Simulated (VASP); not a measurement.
ZnGa2O4:

```
CELL_PARAMETERS angstrom
0.00000 4.17469 4.17469
4.17469 0.00000 4.17469
4.17469 4.17469 0.00000
ATOMIC_POSITIONS crystal
Zn 0.50000 0.50000 0.50000
Zn 0.75000 0.75000 0.75000
Ga 0.12500 0.12500 0.62500
Ga 0.12500 0.62500 0.12500
Ga 0.62500 0.12500 0.12500
Ga 0.12500 0.12500 0.12500
O 0.88639 0.34083 0.88639
O 0.36361 0.36361 0.90917
O 0.36361 0.36361 0.36361
O 0.90917 0.36361 0.36361
O 0.88639 0.88639 0.88639
O 0.34083 0.88639 0.88639
O 0.36361 0.90917 0.36361
O 0.88639 0.88639 0.34083
```

The cell is a database's computed one.

Base run:

- Program: VASP 6.6.1
- Functional: PBE
- Potentials or basis: VASP PAW PBE potentials, release 64 (Zn, Ga_d, O)
- Cutoff: 520 eV
- k mesh: 6 × 6 × 6
- Occupations: gaussian, width 0.03 eV
- Spin: no spin polarisation

Its results: band gap on the k mesh 2.58 eV, indirect (least direct gap 2.75 eV); pressure 7.6 GPa; largest force 0.101 eV/Å.

**Question.** The run is repeated on the same cell with these changes: functional from PBE to LDA; potentials or basis from VASP PAW PBE potentials, release 64 (Zn, Ga_d, O) to VASP PAW LDA potentials, release 64 (Zn, Ga_d, O). What comes out?

**Answer.** Band gap on the k mesh 2.52 eV, indirect (least direct gap 2.71 eV); pressure -5.6 GPa; largest force 0.031 eV/Å.
